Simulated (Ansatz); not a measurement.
Two G0W0 runs on BAs (honeycomb bilayer).

The cell holds 4 atoms: 2 B and 2 As. Cell: a = 3.371 Å, b = 3.371 Å, c = 30.500 Å, α = 90.0°, β = 90.0°, γ = 120.0°. Regions: layer 1 (BAs-hc), 2 atoms (1 B and 1 As); layer 2 (BAs-hc), 2 atoms (1 B and 1 As). Vacuum lies along c.

```xyz
4
Lattice="3.3713 0.0000 0.0000 -1.6857 2.9197 0.0000 0.0000 0.0000 30.5000" Properties=species:S:1:pos:R:3
B     0.0000    1.9464   13.4598
As    1.6857    0.9732   13.4142
B     0.0000    0.0000   17.0858
As    0.0000    1.9464   17.0338
```

The structure was relaxed with PBE-D3(BJ). The runs that relaxed it are not among those shown.

The first (Ansatz 0.2.0; start PBE, 6×6×1 mesh, 442 empty bands, screening to 75 eV, PAW set soft_1 files; 4 threads of Arm Neoverse V1, shared host) gave, on its mesh: starting gap 0.52 eV, G0W0 gap 0.99 eV, mean of 1 + 4πα/V (set by the cell height) 5.28, 4.4 min.

The second gave: starting gap 0.52 eV, G0W0 gap 0.97 eV, mean of 1 + 4πα/V (set by the cell height) 5.32, 50 s.

What was changed in the input? Choose among start, files, mesh, bands and cutoff, frequency model or another key.

Changed: empty bands from 442 to 178 and screening cutoff (eV) from 75.0 to 41. The starting gap stayed, which rules out the functional and points to the GW step. Other changes could give like numbers; this is the one that was made.

Limits: not at the basis limit; coarse mesh for a sheet; no spin-orbit coupling.

[Paths, hosts, dates, memory and timing lines, banners, echoed tables and standing remarks are left out of the program output.]

[Logs are printed without paths, hosts, clocks, repeated set-up lines and the standing remarks that a program may print on its own settings, such as how far it seeks lower states.]

[Runs of the session that timed out or met a known fault of the program may be left out.]

[Cells called generated may have been cut or substituted from an entry of the Crystallography Open Database or the Materials Project.]

[Hosts, paths, dates, database ids (printed as entryN), source tags and the programs' standing remarks are cut or masked in the printed files.]
